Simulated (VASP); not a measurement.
## Si (diamond): gaps by functional in VASP

```yaml
crystal:
  lattice:
    - [0.00000, 2.72212, 2.72212]
    - [2.72212, 0.00000, 2.72212]
    - [2.72212, 2.72212, 0.00000]
  atoms:
    - { symbol: Si, position: [0.00000, 0.00000, 0.00000] }
    - { symbol: Si, position: [0.25000, 0.25000, 0.25000] }
```

All runs share this cell. Band v is the last that the valence electrons fill when counted band by band, and c is the next. A negative gap between them is a band overlap, as in a metal.

| level | gap (eV) | least direct gap (eV) | pressure (GPa) |
| --- | --- | --- | --- |
| PBE | 0.59 | 2.56 | 1.2 |
| r²SCAN | 0.79 | 2.75 | -0.2 |
| LDA | 0.49 | 2.52 | -2.1 |
| PBEsol | 0.48 | 2.51 | -0.4 |
